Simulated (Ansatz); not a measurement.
# C3N4: the cost of one run

Program: Ansatz 0.2.0. Level of theory: DFT PBE, scalar-relativistic, plane waves, PAW. These are calculated values, not measurements.

2 further runs of the same task are left out: 1 that didn't finish, 1 set aside as unsound or not needed.

## 1. The starting structure

The structure is cubic, space group Fm-3m (No. 225). Conventional cell: a = 6.889 Å, b = 6.889 Å, c = 6.889 Å, α = 90.00°, β = 90.00°, γ = 90.00°. C (site symmetry mmm) has 4 N at 1.44 Å as nearest neighbours. Around N (site symmetry 3m) lie 3 C at 1.44 Å.

Coordinates:

```cif
data_structure
_symmetry_space_group_name_H-M 'Fm-3m'
_symmetry_Int_Tables_number 225
_cell_length_a 6.8893
_cell_length_b 6.8893
_cell_length_c 6.8893
_cell_angle_alpha 90.000
_cell_angle_beta 90.000
_cell_angle_gamma 90.000
_cell_volume 326.98
loop_
_atom_site_label
_atom_site_type_symbol
_atom_site_symmetry_multiplicity
_atom_site_Wyckoff_symbol
_atom_site_fract_x
_atom_site_fract_y
_atom_site_fract_z
_atom_site_occupancy
C1 C 24 d 0.25000 0.00000 0.75000 1
N1 N 32 f 0.14243 0.35757 0.64243 1
```

The cell is invented: 3-, 4-connected net, the two elements on its two kinds of vertex (Fm-3m, No. 225). Its size is a rough estimate.

## 2. A first look at the guess

The input, input.yaml:

```yaml
crystal:
  lattice:
    - [0.0, 3.44464876, 3.44464876]
    - [3.44464876, 0.0, 3.44464876]
    - [3.44464876, 3.44464876, 0.0]
  atoms:
    - { symbol: C, position: [0.5, 0.0, 0.5] }
    - { symbol: C, position: [0.5, 0.0, 0.0] }
    - { symbol: C, position: [0.0, 0.0, 0.5] }
    - { symbol: C, position: [0.0, 0.5, 0.0] }
    - { symbol: C, position: [0.0, 0.5, 0.5] }
    - { symbol: C, position: [0.5, 0.5, 0.0] }
    - { symbol: "N", position: [0.857569, 0.427293, 0.857569] }
    - { symbol: "N", position: [0.142431, 0.142431, 0.142431] }
    - { symbol: "N", position: [0.857569, 0.857569, 0.857569] }
    - { symbol: "N", position: [0.572707, 0.142431, 0.142431] }
    - { symbol: "N", position: [0.857569, 0.857569, 0.427293] }
    - { symbol: "N", position: [0.427293, 0.857569, 0.857569] }
    - { symbol: "N", position: [0.142431, 0.142431, 0.572707] }
    - { symbol: "N", position: [0.142431, 0.572707, 0.142431] }
basis:
  ecutwfc: 420
kpoints:
  mp_grid: { grid: [4, 4, 4] }
hamiltonian:
  xc: pbe
scf:
  occupations: { method: gaussian, width: 0.1 }
  lower_state_search: "off"
output:
  forces: true
  stress: true
  eigenvalues: true
```

On the command line:

```sh
ansatz run input.yaml --threads 1 --pin off --max-ram 2560MiB --backend cpu --events-out ev --progress --plain --runs-dir out
```

Q: Estimate wall time and peak memory on 1 thread of Arm Neoverse V1, shared host.

About 2.8 s, with a peak of 0.33 GiB.
